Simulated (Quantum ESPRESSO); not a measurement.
A run of Quantum ESPRESSO 7.5:

pw.in

```
&CONTROL
  calculation = 'scf'
  prefix = 'pwscf'
  outdir = './tmp'
  pseudo_dir = './pseudo'
  tprnfor = .true.
  tstress = .true.
  disk_io = 'low'
/
&SYSTEM
  ibrav = 0
  nat = 2
  ntyp = 2
  ecutwfc = 96
  nbnd = 20
  occupations = 'smearing'
  smearing = 'fd'
  degauss = 0.00367493
  nspin = 2
  starting_magnetization(1) = 0.2667
  starting_magnetization(2) = 0
/
&ELECTRONS
  conv_thr = 4d-10
  electron_maxstep = 120
  mixing_beta = 0.3
/
ATOMIC_SPECIES
Mn    54.9380 Mn.upf
O     15.9990 O.upf
CELL_PARAMETERS angstrom
   0.0000000000    2.2220003300    2.2220003300
   2.2220003300    0.0000000000    2.2220003300
   2.2220003300    2.2220003300    0.0000000000
ATOMIC_POSITIONS crystal
Mn     0.0000000000    0.0000000000    0.0000000000
O      0.5000000000    0.5000000000    0.5000000000
K_POINTS automatic
8 8 8 0 0 0
```

nscf.in

```
&CONTROL
  calculation = 'nscf'
  prefix = 'pwscf'
  outdir = './tmp'
  pseudo_dir = './pseudo'
  disk_io = 'low'
/
&SYSTEM
  ibrav = 0
  nat = 2
  ntyp = 2
  ecutwfc = 96
  nbnd = 26
  occupations = 'smearing'
  smearing = 'fd'
  degauss = 0.00367493
  nspin = 2
  starting_magnetization(1) = 0.2667
  starting_magnetization(2) = 0
  nosym = .true.
  noinv = .true.
/
&ELECTRONS
  conv_thr = 1d-09
  electron_maxstep = 120
  mixing_beta = 0.3
  diago_full_acc = .true.
  startingwfc = 'random'
/
ATOMIC_SPECIES
Mn    54.9380 Mn.upf
O     15.9990 O.upf
CELL_PARAMETERS angstrom
   0.0000000000    2.2220003300    2.2220003300
   2.2220003300    0.0000000000    2.2220003300
   2.2220003300    2.2220003300    0.0000000000
ATOMIC_POSITIONS crystal
Mn     0.0000000000    0.0000000000    0.0000000000
O      0.5000000000    0.5000000000    0.5000000000
K_POINTS crystal
125
  0.00000000   0.00000000   0.00000000 8.00000000e-03
  0.00000000   0.00000000   0.20000000 8.00000000e-03
  0.00000000   0.00000000   0.40000000 8.00000000e-03
  0.00000000   0.00000000   0.60000000 8.00000000e-03
  0.00000000   0.00000000   0.80000000 8.00000000e-03
  0.00000000   0.20000000   0.00000000 8.00000000e-03
[... 117 lines left out ...]
  0.80000000   0.80000000   0.60000000 8.00000000e-03
  0.80000000   0.80000000   0.80000000 8.00000000e-03
```

pw2wan_up.in

```
&INPUTPP
  prefix = 'pwscf'
  outdir = './tmp'
  seedname = 'w_up'
  write_mmn = .true.
  write_amn = .true.
  spin_component = 'up'
  scdm_proj = .true.
  scdm_entanglement = 'erfc'
  scdm_mu = 14.92
  scdm_sigma = 2
/
```

File pw2wan_dn.in:

```
&INPUTPP
  prefix = 'pwscf'
  outdir = './tmp'
  seedname = 'w_dn'
  write_mmn = .true.
  write_amn = .true.
  spin_component = 'down'
  scdm_proj = .true.
  scdm_entanglement = 'erfc'
  scdm_mu = 16.92
  scdm_sigma = 2
/
```

The input bands.in:

```
&CONTROL
  calculation = 'bands'
  prefix = 'pwscf'
  outdir = './tmp'
  pseudo_dir = './pseudo'
  disk_io = 'low'
/
&SYSTEM
  ibrav = 0
  nat = 2
  ntyp = 2
  ecutwfc = 96
  nbnd = 26
  occupations = 'smearing'
  smearing = 'fd'
  degauss = 0.00367493
  nspin = 2
  starting_magnetization(1) = 0.2667
  starting_magnetization(2) = 0
/
&ELECTRONS
  conv_thr = 1d-08
  electron_maxstep = 120
  mixing_beta = 0.3
  diago_full_acc = .true.
  startingwfc = 'random'
/
ATOMIC_SPECIES
Mn    54.9380 Mn.upf
O     15.9990 O.upf
CELL_PARAMETERS angstrom
   0.0000000000    2.2220003300    2.2220003300
   2.2220003300    0.0000000000    2.2220003300
   2.2220003300    2.2220003300    0.0000000000
ATOMIC_POSITIONS crystal
Mn     0.0000000000    0.0000000000    0.0000000000
O      0.5000000000    0.5000000000    0.5000000000
K_POINTS crystal
61
  0.00000000   0.00000000   0.00000000 1
  0.05555600   0.00000000   0.05555600 1
  0.11111100   0.00000000   0.11111100 1
  0.16666700   0.00000000   0.16666700 1
  0.22222200   0.00000000   0.22222200 1
  0.27777800   0.00000000   0.27777800 1
  0.33333300   0.00000000   0.33333300 1
  0.38888900   0.00000000   0.38888900 1
  0.44444400   0.00000000   0.44444400 1
  0.50000000   0.00000000   0.50000000 1
  0.50000000   0.05000000   0.55000000 1
  0.50000000   0.10000000   0.60000000 1
  0.50000000   0.15000000   0.65000000 1
  0.50000000   0.20000000   0.70000000 1
  0.50000000   0.25000000   0.75000000 1
  0.45833300   0.29166700   0.75000000 1
  0.41666700   0.33333300   0.75000000 1
  0.37500000   0.37500000   0.75000000 1
  0.33750000   0.33750000   0.67500000 1
  0.30000000   0.30000000   0.60000000 1
  0.26250000   0.26250000   0.52500000 1
  0.22500000   0.22500000   0.45000000 1
  0.18750000   0.18750000   0.37500000 1
  0.15000000   0.15000000   0.30000000 1
  0.11250000   0.11250000   0.22500000 1
  0.07500000   0.07500000   0.15000000 1
  0.03750000   0.03750000   0.07500000 1
  0.00000000   0.00000000   0.00000000 1
  0.06250000   0.06250000   0.06250000 1
  0.12500000   0.12500000   0.12500000 1
  0.18750000   0.18750000   0.18750000 1
  0.25000000   0.25000000   0.25000000 1
  0.31250000   0.31250000   0.31250000 1
  0.37500000   0.37500000   0.37500000 1
  0.43750000   0.43750000   0.43750000 1
  0.50000000   0.50000000   0.50000000 1
  0.52083300   0.45833300   0.52083300 1
  0.54166700   0.41666700   0.54166700 1
  0.56250000   0.37500000   0.56250000 1
  0.58333300   0.33333300   0.58333300 1
  0.60416700   0.29166700   0.60416700 1
  0.62500000   0.25000000   0.62500000 1
  0.58333300   0.25000000   0.66666700 1
  0.54166700   0.25000000   0.70833300 1
  0.50000000   0.25000000   0.75000000 1
  0.50000000   0.29166700   0.70833300 1
  0.50000000   0.33333300   0.66666700 1
  0.50000000   0.37500000   0.62500000 1
  0.50000000   0.41666700   0.58333300 1
  0.50000000   0.45833300   0.54166700 1
  0.50000000   0.50000000   0.50000000 1
  0.47916700   0.47916700   0.54166700 1
  0.45833300   0.45833300   0.58333300 1
  0.43750000   0.43750000   0.62500000 1
  0.41666700   0.41666700   0.66666700 1
  0.39583300   0.39583300   0.70833300 1
  0.37500000   0.37500000   0.75000000 1
  0.62500000   0.25000000   0.62500000 1
  0.58333300   0.16666700   0.58333300 1
  0.54166700   0.08333300   0.54166700 1
  0.50000000   0.00000000   0.50000000 1
```

Contents of w_up.win:

```
num_wann = 13
num_bands = 22
auto_projections = true
dis_num_iter = 0
num_iter = 1200
search_shells = 100
kmesh_tol = 1.0d-4
conv_tol = 1.0d-8
conv_window = 4
num_print_cycles = 200
fermi_energy = 12.9182
bands_plot = true
write_hr = true
mp_grid = 5 5 5
exclude_bands = 1-4
spin = up
begin unit_cell_cart
ang
  0.0000000000   2.2220003300   2.2220003300
  2.2220003300   0.0000000000   2.2220003300
  2.2220003300   2.2220003300   0.0000000000
end unit_cell_cart
begin atoms_frac
Mn   0.0000000000   0.0000000000   0.0000000000
O    0.5000000000   0.5000000000   0.5000000000
end atoms_frac
begin kpoint_path
G   0.0000000000   0.0000000000   0.0000000000  X   0.5000000000   0.0000000000   0.5000000000
X   0.5000000000   0.0000000000   0.5000000000  W   0.5000000000   0.2500000000   0.7500000000
W   0.5000000000   0.2500000000   0.7500000000  K   0.3750000000   0.3750000000   0.7500000000
K   0.3750000000   0.3750000000   0.7500000000  G   0.0000000000   0.0000000000   0.0000000000
G   0.0000000000   0.0000000000   0.0000000000  L   0.5000000000   0.5000000000   0.5000000000
L   0.5000000000   0.5000000000   0.5000000000  U   0.6250000000   0.2500000000   0.6250000000
U   0.6250000000   0.2500000000   0.6250000000  W   0.5000000000   0.2500000000   0.7500000000
W   0.5000000000   0.2500000000   0.7500000000  L   0.5000000000   0.5000000000   0.5000000000
L   0.5000000000   0.5000000000   0.5000000000  K   0.3750000000   0.3750000000   0.7500000000
U   0.6250000000   0.2500000000   0.6250000000  X   0.5000000000   0.0000000000   0.5000000000
end kpoint_path
bands_num_points = 9
begin kpoints
  0.00000000   0.00000000   0.00000000
  0.00000000   0.00000000   0.20000000
  0.00000000   0.00000000   0.40000000
  0.00000000   0.00000000   0.60000000
  0.00000000   0.00000000   0.80000000
  0.00000000   0.20000000   0.00000000
[... 117 lines left out ...]
  0.80000000   0.80000000   0.60000000
  0.80000000   0.80000000   0.80000000
end kpoints
```

The input w_dn.win:

```
num_wann = 13
num_bands = 22
auto_projections = true
dis_num_iter = 0
num_iter = 1200
search_shells = 100
kmesh_tol = 1.0d-4
conv_tol = 1.0d-8
conv_window = 4
num_print_cycles = 200
fermi_energy = 12.9182
bands_plot = true
write_hr = true
mp_grid = 5 5 5
exclude_bands = 1-4
spin = down
begin unit_cell_cart
ang
  0.0000000000   2.2220003300   2.2220003300
  2.2220003300   0.0000000000   2.2220003300
  2.2220003300   2.2220003300   0.0000000000
end unit_cell_cart
begin atoms_frac
Mn   0.0000000000   0.0000000000   0.0000000000
O    0.5000000000   0.5000000000   0.5000000000
end atoms_frac
begin kpoint_path
G   0.0000000000   0.0000000000   0.0000000000  X   0.5000000000   0.0000000000   0.5000000000
X   0.5000000000   0.0000000000   0.5000000000  W   0.5000000000   0.2500000000   0.7500000000
W   0.5000000000   0.2500000000   0.7500000000  K   0.3750000000   0.3750000000   0.7500000000
K   0.3750000000   0.3750000000   0.7500000000  G   0.0000000000   0.0000000000   0.0000000000
G   0.0000000000   0.0000000000   0.0000000000  L   0.5000000000   0.5000000000   0.5000000000
L   0.5000000000   0.5000000000   0.5000000000  U   0.6250000000   0.2500000000   0.6250000000
U   0.6250000000   0.2500000000   0.6250000000  W   0.5000000000   0.2500000000   0.7500000000
W   0.5000000000   0.2500000000   0.7500000000  L   0.5000000000   0.5000000000   0.5000000000
L   0.5000000000   0.5000000000   0.5000000000  K   0.3750000000   0.3750000000   0.7500000000
U   0.6250000000   0.2500000000   0.6250000000  X   0.5000000000   0.0000000000   0.5000000000
end kpoint_path
bands_num_points = 9
begin kpoints
  0.00000000   0.00000000   0.00000000
  0.00000000   0.00000000   0.20000000
  0.00000000   0.00000000   0.40000000
  0.00000000   0.00000000   0.60000000
  0.00000000   0.00000000   0.80000000
  0.00000000   0.20000000   0.00000000
[... 117 lines left out ...]
  0.80000000   0.80000000   0.60000000
  0.80000000   0.80000000   0.80000000
end kpoints
```

Potentials or basis: PseudoDojo 0.4.1 SR LDA standard.

The run is started by

```sh
$ OMP_NUM_THREADS=1 pw.x -in pw.in > pw.out
$ OMP_NUM_THREADS=1 pw.x -in nscf.in > nscf.out
$ wannier90.x -pp w_up
$ OMP_NUM_THREADS=1 pw2wannier90.x -in pw2wan_up.in > pw2wan_up.out
$ wannier90.x w_up
$ wannier90.x -pp w_dn
$ OMP_NUM_THREADS=1 pw2wannier90.x -in pw2wan_dn.in > pw2wan_dn.out
$ wannier90.x w_dn
$ OMP_NUM_THREADS=1 pw.x -in bands.in > bands.out
```

Hardware: 1 thread of Intel(R) Xeon(R) 6975P-C (Granite Rapids), with other jobs on the host.

**Question.** Estimate the wall time of this run.

**Answer.** Run time: 3.5 min on 1 thread of Intel(R) Xeon(R) 6975P-C (Granite Rapids), with other jobs on the host, peak memory 0.25 GiB. Counts: scf iterations 12, k pools 1, bands 20, k points 29, g dense 18883.
